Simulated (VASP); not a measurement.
A calculation with VASP 6.6.1 of H (ASE script, structure from a POSCAR):

File run.py:

```python
from ase.calculators.vasp import Vasp
from ase.dft.bandgap import bandgap
from ase.io import read

atoms = read('POSCAR')
calc = Vasp(
    directory='calc',
    xc='pbesol',
    pp='PBE',
    setups='gw',
    prec='Accurate',
    encut=550,
    ediff=1e-06,
    ismear=0,
    sigma=0.1,
    lreal=False,
    lasph=True,
    nelm=100,
    algo='Fast',
    isif=2,
    lwave=False,
    lcharg=True,
    lelf=True,
    lvhar=True,
    kpts=[10, 10, 26],
    gamma=True,
    nbands=6,
)
atoms.calc = calc

print('energy (eV):', atoms.get_potential_energy())
print('free energy (eV):', atoms.get_potential_energy(force_consistent=True))
print('forces (eV/A):')
print(atoms.get_forces())
print('stress (eV/A^3, Voigt):', atoms.get_stress())
print('Fermi level (eV):', calc.get_fermi_level())
gap, top, bottom = bandgap(calc)
print('band gap (eV):', gap, 'from (spin, k, band)', top, 'to', bottom)
```

File POSCAR:

```
H
1.0
    2.6496387389      0.0000000000      0.0000000000
    0.0000000000      2.6496387389      0.0000000000
    0.0000000000      0.0000000000      0.9804929200
H
1
Direct
    0.0000000000      0.0000000000      0.5000000000
```

Potentials or basis: VASP PAW PBE potentials, release 64 (H_GW).

Launch:

```sh
$ python run.py
```

Problem. Write the same calculation in another form: native input, structure from a POSCAR.

Solution. As run:

INCAR

```
  PREC = Accurate
  ENCUT = 550
  EDIFF = 1E-7
  ISMEAR = 0
  SIGMA = 0.1
  LREAL = F
  LASPH = T
  NELM = 80
  ALGO = Normal
  ISIF = 2
  LWAVE = F
  LCHARG = T
  GGA = PS
  LELF = T
  LVHAR = T
```

File KPOINTS:

```
regular mesh
0
Gamma
  10 10 26
```

File POSCAR:

```
H
1.0
    2.6496387389      0.0000000000      0.0000000000
    0.0000000000      2.6496387389      0.0000000000
    0.0000000000      0.0000000000      0.9804929200
H
1
Direct
    0.0000000000      0.0000000000      0.5000000000
```

Potentials or basis: VASP PAW PBE potentials, release 64 (H_GW).

Command:

```console
$ cat potpaw_PBE.64/H_GW/POTCAR > POTCAR
$ mpirun -np 1 vasp_std > vasp.out
```

Both were run:

|  | ASE script, structure from a POSCAR | native input, structure from a POSCAR |
| --- | --- | --- |
| Pressure | 1.1 GPa | 1.1 GPa |
| Band gap on the k mesh | none (metal or under the smearing width) | none (metal or under the smearing width) |

Keys that steer only the numerical path or the files written may differ.

Caveat: the PAW data sets were made with another functional, which shifts forces and pressure a little.
